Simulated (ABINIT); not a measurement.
AlN:

```xyz
2
Lattice="0.0000 2.1840 2.1840 2.1840 0.0000 2.1840 2.1840 2.1840 0.0000" Properties=species:S:1:pos:R:3 pbc="T T T"
Al    0.0000    0.0000    0.0000
N     1.0920    1.0920    1.0920
```

Measurements of this composition are mostly on another form, of space group No. 186.

Base run:

- Program: ABINIT 10.8.3 (patched build)
- Functional: LDA
- Potentials or basis: PseudoDojo NC SR LDA v0.4.1 standard
- Cutoff: 1143 eV
- k mesh: 8 × 8 × 8
- Occupations: fermi-dirac, width 0.05 eV
- Spin: no spin polarisation

Its results: band gap on the k mesh 3.26 eV, indirect (least direct gap 4.24 eV); pressure -4.8 GPa.

Question: The run is repeated on the same cell with these changes: cutoff from 1143 eV to 980 eV. What comes out?

Answer: Band gap on the k mesh 3.26 eV, indirect (least direct gap 4.24 eV); pressure -5.3 GPa.

Caveats: the cutoff is short for stress, so the pressure is rough (some runs).

A k mesh can miss the band edges.
